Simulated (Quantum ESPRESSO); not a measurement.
# AlNi in Quantum ESPRESSO: the effect of target pressure

Crystal: AlNi.

```xyz
2
Lattice="2.8810 0.0000 0.0000 0.0000 2.8810 0.0000 0.0000 0.0000 2.8810" Properties=species:S:1:pos:R:3 pbc="T T T"
Ni    1.4405    1.4405    1.4405
Al    0.0000    0.0000    0.0000
```

Alike in all runs:

```yaml
Program: Quantum ESPRESSO 7.5
Task: phonons
Functional: PBEsol
Potentials_or_basis: GBRV 1.5 PBEsol
Cutoff: 612 eV
Density_cutoff: 4898 eV
k_mesh: 6 × 6 × 6
Occupations: cold, width 0.2 eV
Spin: collinear spin, ferromagnetic start
Starting_moments: "[1.0, 0.0] μB"
```

Each run relaxes the cell or the atoms first.

```tsv
target pressure	relaxed volume (Å³/atom)	highest phonon frequency (cm⁻¹)
0 GPa	11.74	303
10 GPa	11.16	334
25 GPa	?	?
80 GPa	9.03	471
```

**Question.** What does the run with target pressure 25 GPa give?

**Answer.** Relaxed volume 10.49 Å³/atom; highest phonon frequency 373 cm⁻¹.

Worked out: A straight line through the other rows of the relaxed volume, of slope -0.0326 Å³/atom per GPa, gives 10.81 Å³/atom, against the run's 10.49. A straight line through the other rows of the highest phonon frequency, of slope 2.05 cm⁻¹ per GPa, gives 359 cm⁻¹, against the run's 373.

Caveats: all runs use coarse meshes; the mesh is thin for the phonons of a metal; the cell is more than 3 GPa from zero pressure, which shifts response properties (some runs); the volume moved by over 15 % at a fixed basis, so the end points are rough (some runs).
